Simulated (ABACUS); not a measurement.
# Ni (Fm-3m) in ABACUS: a series of runs

One crystal, Ni, is run at these levels: PBEsol; tasks: band structure, equation of state.

Program: ABACUS 3.10.1. These are calculated values, not measurements. Logs are shortened: lines on timing, memory, paths and dates and some standing lists are left out, and cuts for length are marked.

### Step 1. Starting point

Symmetry: Fm-3m, No. 225, cubic system. The conventional cell has a = 3.475 Å, b = 3.475 Å, c = 3.475 Å, α = 90.00°, β = 90.00°, γ = 90.00°. Ni (site symmetry m-3m) is surrounded by 12 Ni at 2.46 Å.

### Step 2. Band structure, PBEsol, collinear spin, ferromagnetic start

Input file INPUT:

```
INPUT_PARAMETERS
suffix              Ni
calculation         nscf
basis_type          pw
pseudo_dir          ./
symmetry            -1
dft_functional      pbesol
ecutwfc             98.0
pseudo_rcut         10
nspin               2
nbands              20
ks_solver           dav
smearing_method     fd
smearing_sigma      0.00367493
scf_thr             1e-08
scf_nmax            100
mixing_type         broyden
mixing_beta         0.4
init_chg            file
pw_diag_thr         1e-07
out_band            1
kpar                4
```

Input file STRU:

```
ATOMIC_SPECIES
Ni 58.6934 Ni_ONCV_PBE-1.2.upf

LATTICE_CONSTANT
1.8897261246

LATTICE_VECTORS
-1.7375729330 0.0000000000 1.7375729330
0.0000000000 1.7375729330 1.7375729330
-1.7375729330 1.7375729330 0.0000000000

ATOMIC_POSITIONS
Direct

Ni
0.0
1
0.0000000000 0.0000000000 0.0000000000 1 1 1 mag 1
```

Input file KPT:

```
K_POINTS
12
Line
0.00000000 0.00000000 0.00000000 10 // G
0.50000000 0.00000000 0.50000000 10 // X
0.50000000 0.25000000 0.75000000 10 // W
0.37500000 0.37500000 0.75000000 10 // K
0.00000000 0.00000000 0.00000000 10 // G
0.50000000 0.50000000 0.50000000 10 // L
0.62500000 0.25000000 0.62500000 10 // U
0.50000000 0.25000000 0.75000000 10 // W
0.50000000 0.50000000 0.50000000 10 // L
0.37500000 0.37500000 0.75000000 1 // K
0.62500000 0.25000000 0.62500000 10 // U
0.50000000 0.00000000 0.50000000 1 // X
```

Potentials or basis: SG15 ONCV 1.2 PBE, plane waves.

On the command line:

```console
> OMP_NUM_THREADS=1 mpirun -np 4 abacus > log
```

running log:

```text
ABACUS v3.10.1

               Atomic-orbital Based Ab-initio Computation at UStc

 ------------------------------------------------------------------------------------

 READING GENERAL INFORMATION
                           global_out_dir = OUT.Ni/
                           global_in_card = INPUT
                               pseudo_dir = ./
                              orbital_dir =
                                    DSIZE = 4
                                    GSIZE = 1

 READING UNITCELL INFORMATION
                                    ntype = 1
                  lattice constant (Bohr) = 1.88973
              lattice constant (Angstrom) = 1

 READING ATOM TYPE 1
                               atom label = Ni
                      L=0, number of zeta = 1
                      L=1, number of zeta = 1
                      L=2, number of zeta = 1
             number of atom for this type = 1
               magnetization of element 1 = 1

                        TOTAL ATOM NUMBER = 1
DIRECT COORDINATES
    atom                   x                   y                   z     mag                  vx                  vy                  vz
taud_Ni1            0.0000000000        0.0000000000        0.0000000000  1.0000        0.0000000000        0.0000000000        0.0000000000

                          Volume (Bohr^3) = 70.8037
                             Volume (A^3) = 10.492

 Lattice vectors: (Cartesian coordinate: in unit of a_0)
             -1.73757                  +0            +1.73757
                   +0            +1.73757            +1.73757
             -1.73757            +1.73757                  +0
 Reciprocal vectors: (Cartesian coordinate: in unit of 2 pi/a_0)
            -0.287758           -0.287758           +0.287758
            +0.287758           +0.287758           +0.287758
            -0.287758           +0.287758           -0.287758
 The esolver type has been set to : ksdft_pw

                PAO radial cut off (Bohr) = 10

 Read in pseudopotential file is Ni_ONCV_PBE-1.2.upf
                     pseudopotential type = NC
          exchange-correlation functional = PBE
                 nonlocal core correction = 0
                        valence electrons = 18
                                     lmax = 2
                           number of zeta = 0
                     number of projectors = 6
                           L of projector = 0
                           L of projector = 0
                           L of projector = 1
                           L of projector = 1
                           L of projector = 2
                           L of projector = 2
 XC functional updated to : pbesol
          exchange-correlation functional = PBESOL
     initial pseudo atomic orbital number = 0
 The readin total magnetization is 1

 SETUP THE ELECTRONS NUMBER
            electron number of element Ni = 18
      total electron number of element Ni = 18
            AUTOSET number of electrons:  = 18
                           occupied bands = 9
                                   NBANDS = 20
                                   NLOCAL = 9

%%%%%%%%%%%%%%%%%%%%%%%%%%%%%%%%%%%%%%%%%%%%%%%%%%%%%%%%%%%%%%%%%%%%%%%%%%%%%%%%%%%%%%%%%%%%%%%%%%%%%%%%%%
 Warning: the number of valence electrons in pseudopotential > 10 for Ni: [Ar] 3d8 4s2
 Pseudopotentials with additional electrons can yield (more) accurate outcomes, but may be less efficient.
 If you're confident that your chosen pseudopotential is appropriate, you can safely ignore this warning.
%%%%%%%%%%%%%%%%%%%%%%%%%%%%%%%%%%%%%%%%%%%%%%%%%%%%%%%%%%%%%%%%%%%%%%%%%%%%%%%%%%%%%%%%%%%%%%%%%%%%%%%%%%

 SETUP THE PLANE WAVE BASIS
 energy cutoff for charge/potential (unit:Ry) = 392
            fft grid for charge/potential = [ 30, 30, 30 ]
                        fft grid division = [ 1, 1, 1 ]
        big fft grid for charge/potential = [ 30, 30, 30 ]
                                     nbxx = 27000
                                     nrxx = 27000

 SETUP PLANE WAVES FOR CHARGE/POTENTIAL
                    number of plane waves = 9377
                         number of sticks = 583

 PARALLEL PW FOR CHARGE/POTENTIAL
     PROC   COLUMNS(POT)             PW
        1            583           9377
 --------------- sum -------------------
        1            583           9377
                            number of |g| = 146
                                  max |g| = 35.4403
                                  min |g| = 0

----------- Double Check Mixing Parameters Begin ------------
mixing_type: broyden
mixing_beta: 0.4
mixing_gg0: 1
mixing_gg0_min: 0.1
mixing_beta_mag: 1.6
mixing_gg0_mag: 0
mixing_ndim: 8
----------- Double Check Mixing Parameters End ------------

 SETUP K-POINTS
                                    nspin = 2
                                   nkstot = 102
K-POINTS DIRECT COORDINATES
 KPOINTS    DIRECT_X    DIRECT_Y    DIRECT_Z  WEIGHT
       1  0.00000000  0.00000000  0.00000000  1.0000
       2  0.05000000  0.00000000  0.05000000  1.0000
       3  0.10000000  0.00000000  0.10000000  1.0000
       4  0.15000000  0.00000000  0.15000000  1.0000
       5  0.20000000  0.00000000  0.20000000  1.0000
       6  0.25000000  0.00000000  0.25000000  1.0000
[... 22 lines left out ...]
      29  0.40000000  0.35000000  0.75000000  1.0000
      30  0.38750000  0.36250000  0.75000000  1.0000
[... 72 further k points ...]

           k-point number in this process = 26
       minimum distributed K point number = 25
                             nks(nspin=2) = 52
                          nkstot(nspin=2) = 204

[... K-POINTS CARTESIAN COORDINATES: 52 rows ...]

[... K-POINTS DIRECT COORDINATES: 52 rows ...]

 SETUP PLANE WAVES FOR WAVE FUNCTIONS
     energy cutoff for wavefunc (unit:Ry) = 98
              fft grid for wave functions = [ 30, 30, 30 ]
                    number of plane waves = 1591
                         number of sticks = 187

 PARALLEL PW FOR WAVE FUNCTIONS
     PROC   COLUMNS(POT)             PW
        1            187           1591
 --------------- sum -------------------
        1            187           1591

 SETUP NONLOCAL PSEUDOPOTENTIALS IN PLANE WAVE BASIS
 Ni non-local projectors:
 projector 1 L=0
 projector 2 L=0
 projector 3 L=1
 projector 4 L=1
 projector 5 L=2
 projector 6 L=2
      TOTAL NUMBER OF NONLOCAL PROJECTORS = 18

 Init Non-Local PseudoPotential table :
 Init Non-Local-Pseudopotential done.

                                     npwx = 1211

 -------------------------------------------
 NONSELF-CONSISTENT
 -------------------------------------------
                                 init_chg = file
 try to read charge from file
 Read in the charge density: OUT.Ni//Ni-CHARGE-DENSITY.restart

 PW ALGORITHM --------------- ION=   1  ELEC=   1--------------------------------
 k(1/204) Iter steps (avg)=11 threshold=1e-07
 k(2/204) Iter steps (avg)=10 threshold=1e-07
 k(3/204) Iter steps (avg)=12 threshold=1e-07
 k(4/204) Iter steps (avg)=14 threshold=1e-07
 k(5/204) Iter steps (avg)=11 threshold=1e-07
 k(6/204) Iter steps (avg)=11 threshold=1e-07
 k(7/204) Iter steps (avg)=11 threshold=1e-07
 k(8/204) Iter steps (avg)=11 threshold=1e-07
 k(9/204) Iter steps (avg)=13 threshold=1e-07
 k(10/204) Iter steps (avg)=20 threshold=1e-07
[... 32 lines left out ...]
 k(43/204) Iter steps (avg)=12 threshold=1e-07
 k(44/204) Iter steps (avg)=13 threshold=1e-07
 k(45/204) Iter steps (avg)=12 threshold=1e-07
 k(46/204) Iter steps (avg)=12 threshold=1e-07
 k(47/204) Iter steps (avg)=12 threshold=1e-07
 k(48/204) Iter steps (avg)=12 threshold=1e-07
 k(49/204) Iter steps (avg)=12 threshold=1e-07
 k(50/204) Iter steps (avg)=14 threshold=1e-07
 k(51/204) Iter steps (avg)=17 threshold=1e-07
 k(52/204) Iter steps (avg)=17 threshold=1e-07
[... levels at 52 k points of this process ...]

          total magnetism (Bohr mag/cell) = 0.707927
       absolute magnetism (Bohr mag/cell) = 0.775460
                        nelec for spin up = 9.35396
                      nelec for spin down = 8.64604

 Density error is 0.00000000000
                          Error Threshold = 1.00000000000e-07
----------------------------------------------------------
     Energy           Rydberg                 eV
----------------------------------------------------------
 E_KohnSham     -307.9317928840      -4189.6269785788
 E_KS(sigma->0) -307.9310972844      -4189.6175144596
 E_Harris       -307.9317928840      -4189.6269785788
 E_band         -17.5365148363       -238.5965248349
 E_one_elec     -125.3256279187      -1705.1426451220
 E_Hartree      73.4717701095        999.6347156354
 E_xc           -29.8730127598       -406.4431899606
 E_Ewald        -226.2035311157      -3077.6569308932
 E_entropy(-TS) -0.0013911994        -0.0189282384
 E_descf        0.0000000000         0.0000000000
 E_exx          0.0000000000         0.0000000000
 E_Fermi        1.5426176867         20.9883903746
----------------------------------------------------------

 charge density convergence is achieved
 final etot is -4189.6269786 eV
 EFERMI = 20.988390375 eV

 STATE ENERGY(eV) AND OCCUPATIONS    NSPIN == 2
SPIN UP :
 1/26 kpoint (Cartesian) = 0.0000 0.0000 0.0000 (1211 pws)
       1       -83.0202     0.00980392
       2       -43.1903     0.00980392
       3       -43.1903     0.00980392
       4       -43.1903     0.00980392
       5        11.3694     0.00980392
       6        18.1950     0.00980392
[... 12 lines left out ...]
      19        61.8599        0.00000
      20        61.8599        0.00000

 2/26 kpoint (Cartesian) = -0.028776 0.0000 0.0000 (1183 pws)
       1       -83.0189     0.00980392
       2       -43.1963     0.00980392
       3       -43.1926     0.00980392
       4       -43.1926     0.00980392
       5        11.5040     0.00980392
       6        18.1446     0.00980392
[... 12 lines left out ...]
      19        59.0730        0.00000
      20        62.1422        0.00000

 3/26 kpoint (Cartesian) = -0.057552 0.0000 0.0000 (1171 pws)
       1       -83.0152     0.00980392
       2       -43.2137     0.00980392
       3       -43.1992     0.00980392
       4       -43.1992     0.00980392
       5        11.9019     0.00980392
       6        17.9997     0.00980392
[... 12 lines left out ...]
      19        58.3703        0.00000
      20        62.9826        0.00000

 4/26 kpoint (Cartesian) = -0.086327 0.0000 0.0000 (1171 pws)
       1       -83.0093     0.00980392
       2       -43.2406     0.00980392
       3       -43.2096     0.00980392
       4       -43.2096     0.00980392
       5        12.5435     0.00980392
       6        17.7777     0.00980392
[... 12 lines left out ...]
      19        60.4845        0.00000
      20        63.6724        0.00000

 5/26 kpoint (Cartesian) = -0.11510 0.0000 0.0000 (1170 pws)
       1       -83.0020     0.00980392
       2       -43.2742     0.00980392
       3       -43.2226     0.00980392
       4       -43.2226     0.00980392
       5        13.3854     0.00980392
       6        17.5044     0.00980392
[... 12 lines left out ...]
      19        62.8269        0.00000
      20        63.9958        0.00000

 6/26 kpoint (Cartesian) = -0.14388 0.0000 0.0000 (1174 pws)
       1       -82.9939     0.00980392
       2       -43.3109     0.00980392
       3       -43.2371     0.00980392
       4       -43.2371     0.00980392
       5        14.3324     0.00980392
       6        17.2092     0.00980392
[... 12 lines left out ...]
      19        64.4135        0.00000
      20        65.0537        0.00000

[... levels at 46 further k points ...]

 --------------------------------------------
 !FINAL_ETOT_IS -4189.626978578839 eV
 --------------------------------------------

 Output bands in file: OUT.Ni/BANDS_1.dat

 Output bands in file: OUT.Ni/BANDS_2.dat
```

Wall time 6.2 s (4 MPI ranks of AMD EPYC 9R14 (Zen 4), shared host); peak memory 0.36 GiB.

Levels at the corners of the path, in eV from the Fermi level:
Spin up:
```tsv
point	band 5	band 6	band 7	band 8	band 9	band 10	band 11	band 12	band 13	band 14
Γ	-9.43	-2.60	-2.60	-2.60	-1.33	-1.33	24.17	28.21	28.21	28.21
X	-4.97	-4.49	-0.57	-0.49	-0.49	2.34	9.46	15.07	15.07	19.98
W	-4.03	-3.29	-3.29	-1.41	-0.49	7.84	7.84	10.15	11.37	30.96
K	-4.24	-3.98	-2.27	-1.16	-0.77	5.78	7.39	10.19	17.47	21.90
Γ	-9.43	-2.60	-2.60	-2.60	-1.33	-1.33	24.17	28.21	28.21	28.21
L	-5.16	-2.58	-2.58	-0.63	-0.63	-0.48	5.83	22.60	25.25	25.25
U	-4.24	-3.98	-2.27	-1.16	-0.77	5.78	7.39	10.19	17.47	21.90
W	-4.03	-3.29	-3.29	-1.41	-0.49	7.84	7.84	10.15	11.37	30.96
L	-5.16	-2.58	-2.58	-0.63	-0.63	-0.48	5.83	22.60	25.25	25.25
K	-4.24	-3.98	-2.27	-1.16	-0.77	5.78	7.39	10.19	17.47	21.90
U	-4.24	-3.98	-2.27	-1.16	-0.77	5.78	7.39	10.19	17.47	21.90
X	-4.97	-4.49	-0.57	-0.49	-0.49	2.34	9.46	15.07	15.07	19.98
```
Spin down:
```tsv
point	band 6	band 7	band 8	band 9	band 10	band 11
Γ	-1.81	-1.81	-1.81	-0.65	-0.65	24.08
X	-3.83	0.14	0.41	0.41	2.34	9.75
W	-2.64	-2.64	-0.76	0.41	8.06	8.06
K	-3.39	-1.62	-0.49	0.12	6.03	7.62
Γ	-1.81	-1.81	-1.81	-0.65	-0.65	24.08
L	-1.89	-1.89	-0.50	0.18	0.18	6.28
U	-3.39	-1.62	-0.49	0.12	6.03	7.62
W	-2.64	-2.64	-0.76	0.41	8.06	8.06
L	-1.89	-1.89	-0.50	0.18	0.18	6.28
K	-3.39	-1.62	-0.49	0.12	6.03	7.62
U	-3.39	-1.62	-0.49	0.12	6.03	7.62
X	-3.83	0.14	0.41	0.41	2.34	9.75
```

Caveat: the density is read from an earlier self-consistent run, whose mesh may be coarse.

(Continued in part 2 of 2.)
